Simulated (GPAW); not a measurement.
Crystal: C.

```
C
1.0
     0.00000    1.78340    1.78340
     1.78340    0.00000    1.78340
     1.78340    1.78340    0.00000
C
2
Cartesian
  1.5249 1.7105 1.5709
  2.9336 2.7480 2.8876
```

This isn't the form of C at room conditions, which is graphite.

The cell isn't the ideal one: all atoms moved at random, sigma 0.25 Å a component.

| Quantity | Value |
| --- | --- |
| Program | GPAW 26.7.0 |
| Task | relaxation of the atoms |
| Functional | PBE |
| Dispersion | D4 |
| Potentials or basis | GPAW PAW data sets (gpaw-data 1.2.1) |
| Cutoff | 800 eV |
| Basis | pw |
| k mesh | 11 × 11 × 11 |
| Occupations | fermi-dirac, width 0.05 eV |
| Spin | no spin polarisation |

At the start: volume 5.67 Å³/atom.

Task: Where does the relaxation end?

Result: Over 8 steps the energy falls by 1906.2 meV/atom; space group Fd-3m (No. 227, to 0.05 Å).

The path:
```
step  energy change (eV)  largest force (eV/Å)
   1              0.0000               15.7347
   2             -1.5280                5.6511
   3             -1.7620                5.5333
   4             -3.7627                2.0055
   5             -3.7797                1.5525
   6             -3.8122                0.1367
   7             -3.8125                0.0301
   8             -3.8125                0.0010
```

Final structure:
```xyz
2
Lattice="0.0000 1.7834 1.7834 1.7834 0.0000 1.7834 1.7834 1.7834 0.0000" Properties=species:S:1:pos:R:3 pbc="T T T"
C     1.7834    1.7834    1.7834
C     2.6751    2.6751    2.6751
```

Caveat: later steps reuse the first step's grids.
